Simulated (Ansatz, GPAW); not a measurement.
Given: the input of a run of Ansatz 0.2.0 on Pb (Lead). 

Contents of input.yaml:

```yaml
crystal:
  lattice:
    - [0.0, 2.47502, 2.47502]
    - [2.47502, 0.0, 2.47502]
    - [2.47502, 2.47502, 0.0]
  atoms:
    - { symbol: Pb, position: [0.0, 0.0, 0.0] }
kpoints:
  mp_grid: { grid: [9, 9, 9] }
scf:
  occupations: { method: gaussian, width: 0.024 }
hamiltonian:
  xc: pbe
  pseudopotentials: { kind: all_electron, lapw: { basis_error: 0.001 } }
output:
  forces: true
  stress: true
  eigenvalues: true
```

Potentials or basis: all-electron LAPW, scalar-relativistic.

The run is started by

```bash
$ ansatz run input.yaml --threads 1 --pin off --max-ram 3072MiB --backend cpu --events-out ev --progress --plain --runs-dir out
```

**Question.** Translate it to GPAW 26.7.0 (ASE script). Potentials or basis there: GPAW PAW data sets (gpaw-data 1.2.1), cutoff 600 eV.

**Answer.** As run (cutoffs and basis follow the program's own potentials, and thresholds, step limits or extra output files can differ):

File run.py:

```python
from ase import Atoms
from ase.dft.bandgap import bandgap
from ase.io import write
from ase.units import Bohr, GPa
from gpaw import GPAW, PW
from gpaw.elf import elf_from_dft_calculation

atoms = Atoms(['Pb'],
              cell=[[0.0, 2.47502, 2.47502],
                    [2.47502, 0.0, 2.47502],
                    [2.47502, 2.47502, 0.0]],
              scaled_positions=[[0.0, 0.0, 0.0]],
              pbc=True)

calc = GPAW(mode=PW(600),
            xc='PBE',
            kpts={'size': (9, 9, 9), 'gamma': True},
            occupations={'name': 'methfessel-paxton', 'order': 0, 'width': 0.024},
            nbands=14,
            convergence={'density': 1e-05, 'energy': 1e-05},
            maxiter=150,
            txt='gpaw.txt')
atoms.calc = calc
energy = atoms.get_potential_energy()
forces = atoms.get_forces()
stress = atoms.get_stress()
calc.write('gs.gpw')
write('result.traj', atoms)
print(f'Energy: {energy:.6f} eV')
print('Forces (eV/A):')
print(forces.round(4))
print('Stress (GPa):', (stress / GPa).round(3))
print('Fermi level:', round(calc.get_fermi_level(), 4), 'eV')
print(f'Gap: {bandgap(calc)[0]:.4f} eV, direct: {bandgap(calc, direct=True)[0]:.4f} eV')

# fields on the real-space grid
write('density.cube', atoms, data=calc.get_pseudo_density() * Bohr**3)
write('potential.cube', atoms, data=calc.get_electrostatic_potential())
write('elf.cube', atoms, data=elf_from_dft_calculation(calc).data)
```

Potentials or basis: GPAW PAW data sets (gpaw-data 1.2.1), pw.

Launch:

```bash
$ OMP_NUM_THREADS=1 python run.py
```

Both were run:

|  | Ansatz | GPAW |
| --- | --- | --- |
| Pressure | 2.3 GPa | 2.0 GPa |

Where Ansatz's input types no cutoff or centring, it takes its own default and a Γ-centred mesh.

Pressure is positive in compression.
